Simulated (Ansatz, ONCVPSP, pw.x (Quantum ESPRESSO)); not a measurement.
# What a changed setting does to a pw.x run (fcc Al)

Potential: optimised norm-conserving Vanderbilt (ONCV), ONCVPSP 4.0.1, PBE; core [Ne], reference 3s2 3p1; waves: 3s: rc 1.65 bohr, ncon 4, nbas 9, qcut 3.8 1/bohr, local; 3p: rc 2.10 bohr, ncon 5, nbas 10, qcut 4.1 1/bohr, 2 projectors, debl 0.6 Ha; d scattering state at 0.41 Ha: rc 1.75 bohr, ncon 4, nbas 8, qcut 6.4 1/bohr, 2 projectors, debl 3.6 Ha; local part: the s channel; core correction: none.

The reference run (k-mesh 14³, cutoffs 35/140 Ry, Fermi–Dirac 0.01 Ry, mixing_beta 0.4, conv_thr 1e-9, no spin) gives 0.88 GPa at 16.527 Å³/atom, where all-electron LAPW gives -0.17 GPa. This run, with its own iteration cap, changes mixing_ndim to 2.

```
&control
  calculation='scf', prefix='x', pseudo_dir='./', outdir='./tmp', tstress=.true., disk_io='none'
/
&system
  ibrav=0, nat=1, ntyp=1, ecutwfc=35, ecutrho=140, nbnd=8,
  occupations='smearing', smearing='fd', degauss=0.01
/
&electrons
  conv_thr=1e-09, mixing_beta=0.4, electron_maxstep=60, mixing_ndim=2
/
ATOMIC_SPECIES
Al 1.0 Al.UPF
CELL_PARAMETERS angstrom
  0.00000000 2.02172157 2.02172157
  2.02172157 0.00000000 2.02172157
  2.02172157 2.02172157 0.00000000
ATOMIC_POSITIONS crystal
Al 0.0000 0.0000 0.0000
K_POINTS automatic
14 14 14 0 0 0
```

```bash
pw.x < Al.scf.in > Al.scf.out
```

Question: How does the run end?

Answer: It converges in 5 iterations; the free energy moves by +0.0 meV/atom and the pressure by +0.00 GPa. The result is that of the reference run.

```
Message from routine setup:
     using ibrav=0 with symmetry is DISCOURAGED, use correct ibrav instead
     lattice parameter (alat)  =       5.4030  a.u.
     unit-cell volume          =     111.5297 (a.u.)^3
     number of electrons       =         3.00
     number of Kohn-Sham states=            8
     kinetic-energy cutoff     =      35.0000  Ry
     charge density cutoff     =     140.0000  Ry
     scf convergence threshold =      1.0E-09
     Exchange-correlation= PBE
     number of k points=   104  Fermi-Dirac smearing, width (Ry)=  0.0100
     iteration #  1     ecut=    35.00 Ry     beta= 0.40
     total energy              =      -4.14652947 Ry
     estimated scf accuracy    <       0.00535203 Ry
     iteration #  2     ecut=    35.00 Ry     beta= 0.40
     total energy              =      -4.14639235 Ry
     estimated scf accuracy    <       0.00184835 Ry
     iteration #  3     ecut=    35.00 Ry     beta= 0.40
     total energy              =      -4.14640923 Ry
     estimated scf accuracy    <       0.00000157 Ry
     iteration #  4     ecut=    35.00 Ry     beta= 0.40
     c_bands:  1 eigenvalues not converged
     c_bands:  1 eigenvalues not converged
     total energy              =      -4.14640956 Ry
     estimated scf accuracy    <       0.00000015 Ry
     iteration #  5     ecut=    35.00 Ry     beta= 0.40
     the Fermi energy is     7.9370 ev
!    total energy              =      -4.14640957 Ry
     estimated scf accuracy    <          4.4E-10 Ry
     smearing contrib. (-TS)   =      -0.00208050 Ry
     The total energy is F=E-TS. E is the sum of the following terms:
     one-electron contribution =       2.85342375 Ry
     hartree contribution      =       0.00759903 Ry
     xc contribution           =      -1.60504321 Ry
     ewald contribution        =      -5.40030864 Ry
     convergence has been achieved in   5 iterations
          total   stress  (Ry/bohr**3)                   (kbar)     P=        8.82
     Message from routine punch:
     Nothing written, as per user request (disk_io='none')
```

The run took about 3.3 s on one core of a shared host (Intel(R) Xeon(R) 6975P-C, 192 threads, 1488 GiB, load 90).
